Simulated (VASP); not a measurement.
## Which phase of Ta2O5 is lowest?

Wanted: relative energies and volumes of the phases of Ta2O5 at several levels. Phases are named by their space groups. Left out of the table: Pccm, which relaxed into a phase listed. The structure below is that of the Pmmm phase.

Calculated with VASP 6.6.1; PBEsol; plane waves and PAW (Ta_pv, O), in the first sound run; inputs show where later runs differ.

**1. The structure**

It takes space group Pmmm (No. 47, orthorhombic). Conventional cell: a = 3.677 Å, b = 3.897 Å, c = 6.217 Å, α = 90.00°, β = 90.00°, γ = 90.00°. Nearest to Ta lie 6 O at 1.95 to 2.16 Å. Nearest to Ta lie 6 O at 1.84 to 1.98 Å. Nearest to O lie 3 Ta at 1.98 to 2.16 Å. O has 2 Ta at 1.95 Å nearest. Nearest to O lie 2 Ta at 1.84 Å. O has 2 Ta at 1.95 Å nearest. Farther neighbours and most contacts between anions are not listed.

Structure file:

```xyz
7
Lattice="3.6770 0.0000 0.0000 0.0000 3.8970 0.0000 0.0000 0.0000 6.2170" Properties=species:S:1:pos:R:3 pbc="T T T"
Ta    1.8385    0.0000    3.1085
Ta    0.0000    0.0000    0.0000
O     0.0000    0.0000    1.9832
O     0.0000    0.0000    4.2338
O     1.8385    1.9485    3.1085
O     1.8385    0.0000    0.0000
O     0.0000    1.9485    0.0000
```

**2. Relax the crystal, PBEsol**

One member in full, the Pmmm phase: cell and atoms relax with the symmetry of the start.

This step took 2 runs in a row; the last is shown.

Level: PBEsol; plane waves and PAW (Ta_pv, O).

INCAR

```
SYSTEM = Ta2O5
PREC = Accurate
ENCUT = 520
EDIFF = 1E-07
NELM = 120
ISMEAR = 0
SIGMA = 0.02
LREAL = .FALSE.
ALGO = Normal
GGA = PS
NBANDS = 33
LASPH = .TRUE.
LORBIT = 11
LWAVE = .FALSE.
LCHARG = .FALSE.
KPAR = 4
IBRION = 2
NSW = 60
ISIF = 3
EDIFFG = -0.01
POTIM = 0.4
```

POSCAR

```
Ta2O5
1.0
    3.6759320358      0.0000000000      0.0000000000
    0.0000000000      3.8649390846      0.0000000000
    0.0000000000      0.0000000000      6.4307144732
Ta O
2 5
Direct
    0.5000000000      0.0000000000      0.5000000000
    0.0000000000      0.0000000000      0.0000000000
    0.0000000000      0.0000000000      0.3208053196
    0.0000000000      0.0000000000      0.6791946804
    0.5000000000      0.5000000000      0.5000000000
    0.5000000000      0.0000000000      0.0000000000
    0.0000000000      0.5000000000      0.0000000000
```

KPOINTS

```
Automatic mesh
0
Gamma
7 6 4
0 0 0
```

Potentials, in the order of the species: Ta_pv and O (PBE family, release 64).

Command:

```bash
$ mpirun -np 4 vasp_std
```

The log of the run:

```text
[banner, memory and clock lines left out]
running    4 mpi-ranks, on    1 nodes
[...]
|                                                                             |
|               ----> ADVICE to this user running VASP <----                  |
|                                                                             |
|     You enforced a specific xc type in the INCAR file but a different       |
|     [... a line on the potential file left out ...]
|     I HOPE YOU KNOW WHAT YOU ARE DOING!                                     |
|                                                                             |

 LDA part: xc-table for (Slater+PW92), standard interpolation
 POSCAR, INCAR and KPOINTS ok, starting setup
[...]
entering main loop
       N       E                     dE             d eps       ncg     rms          rms(c)
DAV:   1     0.472304422892E+03    0.47230E+03   -0.29253E+04  3176   0.157E+03
DAV:   2    -0.524751279196E+02   -0.52478E+03   -0.51211E+03  3994   0.438E+02
[...]
DAV:   4    -0.688753694144E+02    0.57217E-05   -0.13069E-05  3718   0.226E-02    0.804E-03
DAV:   5    -0.688753685959E+02    0.81850E-06   -0.16354E-06  3774   0.849E-03    0.430E-03
DAV:   6    -0.688753683024E+02    0.29358E-06   -0.29013E-07  3027   0.317E-03    0.174E-03
DAV:   7    -0.688753682516E+02    0.50791E-07   -0.40004E-08  1757   0.139E-03
   2 F= -.68875368E+02 E0= -.68875368E+02  d E =-.102729E-04
 trial-energy change:   -0.000010  1 .order   -0.000011   -0.000048    0.000026
 step:   0.6350(harm=  0.6485)  dis= 0.00007  next Energy=   -68.875373 (dE=-0.151E-04)
[...]
N       E                     dE             d eps       ncg     rms          rms(c)
DAV:   1    -0.688753942781E+02   -0.25976E-04   -0.84405E-04  3205   0.211E-01    0.365E-02
DAV:   2    -0.688753772417E+02    0.17036E-04   -0.62204E-05  3285   0.496E-02    0.180E-02
DAV:   3    -0.688753733455E+02    0.38962E-05   -0.69227E-06  3606   0.194E-02    0.604E-03
DAV:   4    -0.688753727832E+02    0.56239E-06   -0.17491E-06  3706   0.828E-03    0.291E-03
DAV:   5    -0.688753728800E+02   -0.96813E-07   -0.19654E-07  2282   0.309E-03
   3 F= -.68875373E+02 E0= -.68875373E+02  d E =-.149013E-04
[...]
reached required accuracy - stopping structural energy minimisation
```

It took 51 s on 4 MPI ranks of Intel Xeon Platinum 8375C at 2.90GHz (Ice Lake), shared host; peak memory 1.1 GiB.

Lines that name or quote the potential files are left out of all logs, and their timing lines are given in words.

OUTCAR, selected parts (step 2):

```text
  Total       -0.0360140      0.0001351      0.0161256      0.0000000      0.0000000      0.0000000
  in kB       -0.6313283      0.0023679      0.2826842      0.0000000      0.0000000      0.0000000
  external PRESSURE =      -0.1154254 kB  Pullay stress =       0.0000000 kB

 POSITION                                       TOTAL-FORCE (eV/Angst)
 -----------------------------------------------------------------------------------
      1.83823     -0.00000      3.21627         0.000000     -0.000000      0.000000
      0.00000      0.00000      0.00000         0.000000     -0.000000      0.000000
      3.67646     -0.00000      2.06366         0.000000      0.000000     -0.001398
      0.00000      0.00000      4.36888        -0.000000      0.000000      0.001398
      1.83823      1.93234      3.21627         0.000000     -0.000000      0.000000
      1.83823     -0.00000      0.00000         0.000000     -0.000000      0.000000
      0.00000      1.93234      0.00000         0.000000     -0.000000      0.000000
 -----------------------------------------------------------------------------------
    total drift:                                0.000000      0.000000     -0.000000

  FREE ENERGIE OF THE ION-ELECTRON SYSTEM (eV)
  ---------------------------------------------------
  free  energy   TOTEN  =       -68.8753728800 eV

  energy  without entropy=      -68.8753728800  energy(sigma->0) =      -68.87537288

 reached required accuracy - stopping structural energy minimisation

[... 3 further parts left out ...]
[key lines of the parts left out:]
E-fermi :   2.4078
```

This run gave:

* energy(sigma→0) of the program: -68.8754 eV
* stress, compression positive: xx, yy, zz -0.06, 0.00, 0.03 GPa
* volume: 91.396 Å³
* ionic steps: 3

**3. Energy at another level, r2SCAN**

The relaxed cell is held, and its energy is taken at another level.

Level: r2SCAN; plane waves and PAW (Ta_pv, O).

INCAR

```
SYSTEM = Ta2O5
PREC = Accurate
ENCUT = 520
EDIFF = 1E-06
NELM = 100
ISMEAR = 0
SIGMA = 0.02
LREAL = .FALSE.
ALGO = Normal
METAGGA = R2SCAN
LASPH = .TRUE.
NBANDS = 33
LORBIT = 11
LWAVE = .FALSE.
LCHARG = .FALSE.
KPAR = 4
```

POSCAR

```
Ta2O5
1.0
    3.6764558831      0.0000000000      0.0000000000
    0.0000000000      3.8646859631      0.0000000000
    0.0000000000      0.0000000000      6.4325418448
Ta O
2 5
Direct
    0.5000000000      0.0000000000      0.5000000000
    0.0000000000      0.0000000000      0.0000000000
    0.0000000000      0.0000000000      0.3208160412
    0.0000000000      0.0000000000      0.6791839588
    0.5000000000      0.5000000000      0.5000000000
    0.5000000000      0.0000000000      0.0000000000
    0.0000000000      0.5000000000      0.0000000000
```

KPOINTS is that of step 2.

Command:

```bash
$ mpirun -np 4 vasp_std
```

The log of the run:

```text
[banner, memory and clock lines left out]
running    4 mpi-ranks, on    1 nodes
[...]
[... a notice as in an earlier step ...]

 LDA part: xc-table for (None), standard interpolation
 POSCAR, INCAR and KPOINTS ok, starting setup
[...]
entering main loop
       N       E                     dE             d eps       ncg     rms          rms(c)
DAV:   1     0.387523920261E+03    0.38752E+03   -0.29942E+04  3168   0.161E+03
DAV:   2    -0.148093290039E+03   -0.53562E+03   -0.52183E+03  4037   0.444E+02
DAV:   3    -0.178443569179E+03   -0.30350E+02   -0.30245E+02  3844   0.109E+02
DAV:   4    -0.178821137777E+03   -0.37757E+00   -0.37708E+00  3839   0.134E+01
[...]
DAV:  13    -0.146264126342E+03   -0.18240E-05   -0.46642E-05  3669   0.434E-02    0.130E-02
DAV:  14    -0.146264125736E+03    0.60620E-06   -0.15129E-05  3754   0.237E-02    0.658E-03
DAV:  15    -0.146264124737E+03    0.99840E-06   -0.17963E-06  2592   0.102E-02
   1 F= -.14626412E+03 E0= -.14626412E+03  d E =-.739326E-11
```

Run time: 76 s. Hardware: 4 MPI ranks; peak memory 1.1 GiB.

Parts of OUTCAR (step 3):

```text
  Total       -0.0092322     -0.0467061      0.7294252     -0.0000000      0.0000000      0.0000000
  in kB       -0.1618415     -0.8187632     12.7868962     -0.0000000      0.0000000      0.0000000
  external PRESSURE =       3.9354305 kB  Pullay stress =       0.0000000 kB

 POSITION                                       TOTAL-FORCE (eV/Angst)
 -----------------------------------------------------------------------------------
      1.83823      0.00000      3.21627        -0.000000      0.000000      0.000000
      0.00000      0.00000      0.00000        -0.000000      0.000000      0.000000
      0.00000      0.00000      2.06366         0.000000      0.000000     -0.057361
      0.00000      0.00000      4.36888        -0.000000      0.000000      0.057361
      1.83823      1.93234      3.21627        -0.000000      0.000000      0.000000
      1.83823      0.00000      0.00000        -0.000000      0.000000      0.000000
      0.00000      1.93234      0.00000        -0.000000      0.000000      0.000000
 -----------------------------------------------------------------------------------
    total drift:                                0.000000      0.000000      0.000000

  FREE ENERGIE OF THE ION-ELECTRON SYSTEM (eV)
  ---------------------------------------------------
  free  energy   TOTEN  =      -146.2641247372 eV

  energy  without entropy=     -146.2641247372  energy(sigma->0) =     -146.26412474

[... 1 part as in an earlier step ...]

[... 2 further parts left out ...]
[key lines of the parts left out:]
E-fermi :   2.0988
```

Read from the output:

| Property | Result |
| --- | --- |
| energy(sigma→0) of the program | -146.2641 eV |
| stress, compression positive | xx, yy, zz -0.02, -0.08, 1.28 GPa |

The run ends at a pressure of 0.39 GPa, with forces up to 0.057 eV/Å.

**4. Energy at another level, r2SCAN+rVV10**

The relaxed cell is held, and its energy is taken at another level.

Level: r2SCAN with rVV10; plane waves and PAW (Ta_pv, O).

INCAR: that of step 3 with these lines changed.

```diff
@@ -10,2 +10,6 @@
 METAGGA = R2SCAN
+LUSE_VDW = .TRUE.
+IVDW_NL = 2
+BPARAM = 11.95
+CPARAM = 0.0093
 LASPH = .TRUE.
```

POSCAR is that of step 3.

KPOINTS is that of step 3.

Command:

```bash
$ mpirun -np 4 vasp_std
```

The log of the run:

```text
[banner, memory and clock lines left out]
running    4 mpi-ranks, on    1 nodes
[...]
|                                                                             |
|               ----> ADVICE to this user running VASP <----                  |
|                                                                             |
|     You have switched on vdW-DFT.                                           |
|     This routine was written and supplied by Jiri Klimes. We recommend      |
|     that you carefully read and cite the following publications:            |
|       J. Klimes, D.R. Bowler, A. Michelides                                 |
|          J. Phys.: Cond Matt. 22 022201 (2010)                              |
|       J. Klimes, D.R. Bowler, A. Michelides                                 |
|          Phys. Rev. B. 83, 195131 (2011)                                    |
|     and references therein.                                                 |
|                                                                             |

 [... a notice as in an earlier step ...]

 LDA part: xc-table for (None), standard interpolation
 POSCAR, INCAR and KPOINTS ok, starting setup
[...]
entering main loop
       N       E                     dE             d eps       ncg     rms          rms(c)
Total rVV10 correction in eV:      1.2574597    54.7821084
Total rVV10 correction in eV:      1.2574597    54.7821084
Total rVV10 correction in eV:      1.2574597    54.7821084
Total rVV10 correction in eV:      1.2574597    54.7821084
DAV:   1     0.388203559328E+03    0.38820E+03   -0.29917E+04  3168   0.161E+03
DAV:   2    -0.146628285065E+03   -0.53483E+03   -0.52100E+03  4037   0.444E+02
DAV:   3    -0.176942730412E+03   -0.30314E+02   -0.30209E+02  3844   0.109E+02
DAV:   4    -0.177319155759E+03   -0.37643E+00   -0.37594E+00  3847   0.134E+01
DAV:   5    -0.177325203896E+03   -0.60481E-02   -0.60451E-02  3835   0.159E+00    0.499E+01
Total rVV10 correction in eV:      1.3543642    54.7821083
Total rVV10 correction in eV:      1.3543642    54.7821083
Total rVV10 correction in eV:      1.3543642    54.7821083
Total rVV10 correction in eV:      1.3543642    54.7821083
DAV:   6    -0.144423063019E+03    0.32902E+02   -0.49381E+01  3755   0.496E+01    0.182E+01
Total rVV10 correction in eV:      1.3726619    54.7821085
Total rVV10 correction in eV:      1.3726619    54.7821085
Total rVV10 correction in eV:      1.3726619    54.7821085
Total rVV10 correction in eV:      1.3726619    54.7821085
DAV:   7    -0.144837530211E+03   -0.41447E+00   -0.25723E+00  3849   0.109E+01    0.985E+00
Total rVV10 correction in eV:      1.3920319    54.7821086
Total rVV10 correction in eV:      1.3920319    54.7821086
Total rVV10 correction in eV:      1.3920319    54.7821086
Total rVV10 correction in eV:      1.3920319    54.7821086
DAV:   8    -0.144887540321E+03   -0.50010E-01   -0.67606E-01  3812   0.572E+00    0.137E+00
Total rVV10 correction in eV:      1.3952298    54.7821086
Total rVV10 correction in eV:      1.3952298    54.7821086
Total rVV10 correction in eV:      1.3952298    54.7821086
Total rVV10 correction in eV:      1.3952298    54.7821086
DAV:   9    -0.144863430697E+03    0.24110E-01   -0.13885E-01  3717   0.233E+00    0.636E-01
Total rVV10 correction in eV:      1.3966241    54.7821086
Total rVV10 correction in eV:      1.3966241    54.7821086
Total rVV10 correction in eV:      1.3966241    54.7821086
Total rVV10 correction in eV:      1.3966241    54.7821086
DAV:  10    -0.144863361863E+03    0.68834E-04   -0.12184E-02  3909   0.806E-01    0.314E-01
Total rVV10 correction in eV:      1.3977975    54.7821086
Total rVV10 correction in eV:      1.3977975    54.7821086
Total rVV10 correction in eV:      1.3977975    54.7821086
Total rVV10 correction in eV:      1.3977975    54.7821086
DAV:  11    -0.144863682280E+03   -0.32042E-03   -0.14263E-03  3717   0.262E-01    0.163E-01
Total rVV10 correction in eV:      1.3979980    54.7821086
Total rVV10 correction in eV:      1.3979980    54.7821086
Total rVV10 correction in eV:      1.3979980    54.7821086
Total rVV10 correction in eV:      1.3979980    54.7821086
DAV:  12    -0.144863701787E+03   -0.19508E-04   -0.19895E-04  3989   0.101E-01    0.476E-02
Total rVV10 correction in eV:      1.3980591    54.7821086
Total rVV10 correction in eV:      1.3980591    54.7821086
Total rVV10 correction in eV:      1.3980591    54.7821086
Total rVV10 correction in eV:      1.3980591    54.7821086
DAV:  13    -0.144863702193E+03   -0.40536E-06   -0.47888E-05  3650   0.435E-02    0.131E-02
Total rVV10 correction in eV:      1.3980303    54.7821086
Total rVV10 correction in eV:      1.3980303    54.7821086
Total rVV10 correction in eV:      1.3980303    54.7821086
Total rVV10 correction in eV:      1.3980303    54.7821086
DAV:  14    -0.144863701367E+03    0.82545E-06   -0.15363E-05  3709   0.239E-02    0.651E-03
Total rVV10 correction in eV:      1.3980160    54.7821086
Total rVV10 correction in eV:      1.3980160    54.7821086
Total rVV10 correction in eV:      1.3980160    54.7821086
Total rVV10 correction in eV:      1.3980160    54.7821086
DAV:  15    -0.144863700331E+03    0.10367E-05   -0.16872E-06  2514   0.101E-02    0.190E-03
Total rVV10 correction in eV:      1.3980109    54.7821086
Total rVV10 correction in eV:      1.3980109    54.7821086
Total rVV10 correction in eV:      1.3980109    54.7821086
Total rVV10 correction in eV:      1.3980109    54.7821086
DAV:  16    -0.144863700330E+03    0.84037E-09   -0.22212E-07  1772   0.343E-03
Total rVV10 correction in eV:      1.3980127    54.7821086
Total rVV10 correction in eV:      1.3980127    54.7821086
Total rVV10 correction in eV:      1.3980127    54.7821086
Total rVV10 correction in eV:      1.3980127    54.7821086
Total rVV10 correction in eV:      1.3980100    54.7821086
Total rVV10 correction in eV:      1.3980100    54.7821086
Total rVV10 correction in eV:      1.3980100    54.7821086
Total rVV10 correction in eV:      1.3980100    54.7821086
   1 F= -.14486370E+03 E0= -.14486370E+03  d E =-.655214E-12
```

Elapsed: 2 min, on 4 MPI ranks; peak memory 1.7 GiB.

[end of part 1 of 2]

[Lines on the potential files, build, host, timing and source positions are cut from VASP's logs without a mark.]

[Logs are printed without paths, hosts, clocks, repeated set-up lines and the standing remarks that a program may print on its own settings, such as how far it seeks lower states.]

[Hosts, paths, dates, database ids (printed as entryN), source tags and the programs' standing remarks are cut or masked in the printed files.]
